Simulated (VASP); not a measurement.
The system is MoS2.

```
Mo S
1.0
     3.16900    0.00000    0.00000
    -1.58450    2.74443    0.00000
     0.00000    0.00000   12.32400
Mo S
2 4
Direct
  0.66667 0.33333 0.75000
  0.33333 0.66667 0.25000
  0.66667 0.33333 0.37700
  0.33333 0.66667 0.87700
  0.66667 0.33333 0.12300
  0.33333 0.66667 0.62300
```

Base run:

| Property | Result |
| --- | --- |
| Program | VASP 6.6.1 |
| Functional | r2SCAN |
| Potentials or basis | VASP PAW PBE potentials, release 64 (Mo_sv, S) |
| Cutoff | 520 eV |
| k mesh | 10 × 10 × 4 |
| Occupations | gaussian, width 0.02 eV |
| Spin | no spin polarisation |

Its results: band gap on the k mesh 1.04 eV, indirect (least direct gap 1.99 eV).

Question: The run is repeated on the same cell with these changes: functional from r2SCAN to PBE; further incar settings from ALGO = Normal; EDIFF = 1e-07 to ALGO = Fast; EDIFF = 1e-08. What comes out?

Answer: Band gap on the k mesh 0.94 eV, indirect (least direct gap 1.87 eV).

A k mesh can miss the band edges.

Not every run made on this cell is shown here.
